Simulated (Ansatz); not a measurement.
Here is an Ansatz 0.2.0 calculation.

The input input.yaml:

```yaml
crystal:
  lattice:
    - [0.0, 2.179, 2.179]
    - [2.179, 0.0, 2.179]
    - [2.179, 2.179, 0.0]
  atoms:
    - { symbol: Si, position: [0.0, 0.0, 0.0] }
    - { symbol: C, position: [0.75, 0.75, 0.75] }
hamiltonian:
  xc: pbesol
  pseudopotentials: { kind: paw }
kpoints:
  mp_grid: { grid: [9, 9, 9] }
scf:
  occupations: { method: fixed }
output:
  forces: true
  stress: true
elastic:
  mode: clamped_ion
  stencil: two_point
```

Potentials or basis: Ansatz PAW.

Command:

```bash
$ ansatz run input.yaml --threads 2 --pin off --max-ram 5120MiB --backend cpu --events-out ev --progress --plain --runs-dir out
```

(1) Estimate the clamped-ion elastic constants C11, C12, C44.

(2) Predict the Voigt bulk modulus.

(3) What does it give for the band gap on the k mesh?

Answers

(1) 389, 137, 271 GPa.

(2) 221 GPa.

(3) 1.39 eV, indirect (least direct gap 4.53 eV).

Caveat: odd divisions of the mesh miss points on the zone boundary, where band edges often lie, so the gap on the mesh can be too wide; the PAW data sets come from PBE, with cores solved anew for the run's functional, which leaves a small shift of forces and pressure.

The gap isn't set beside the measured one, since this odd mesh misses points on the zone boundary.
